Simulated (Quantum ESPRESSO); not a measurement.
**Pt in Quantum ESPRESSO: the effect of functional**

The system is Pt.

```xyz
1
Lattice="0.0000 1.9609 1.9609 1.9609 0.0000 1.9609 1.9609 1.9609 0.0000" Properties=species:S:1:pos:R:3 pbc="T T T"
Pt    0.0000    0.0000    0.0000
```

Alike in all runs:

- Program: Quantum ESPRESSO 7.5
- Task: phonons
- Cutoff: 612 eV
- Density cutoff: 4898 eV
- k mesh: 10 × 10 × 10
- Occupations: cold, width 0.2 eV
- Spin: no spin polarisation

Each run relaxes the cell or the atoms first.

Question: One run gave: relaxed volume 14.72 Å³/atom; highest phonon frequency 201 cm⁻¹. Which functional did it use?
A. PW91
B. revPBE
C. LDA
D. PBEsol
E. WC

Answer: C.

```csv
functional,potentials or basis,relaxed volume (Å³/atom),highest phonon frequency (cm⁻¹)
LDA,GBRV 1.5 LDA,14.72,201
PBEsol,GBRV 1.5 PBEsol,14.98,199
WC,GBRV 1.5 PBE,15.13,198
PW91,GBRV 1.5 PBE,15.62,192
revPBE,GBRV 1.5 PBE,15.75,191
vdW-DF-cx,GBRV 1.5 PBE,15.07,202
```

Caveats: the mesh is thin for the phonons of a metal; the q point doesn't lie on the k mesh, which can shift a metal's frequencies strongly unless the mesh is converged; the potentials were made for another functional, which shifts forces and pressure (some runs).

Runs at the PBE level aren't shown here.
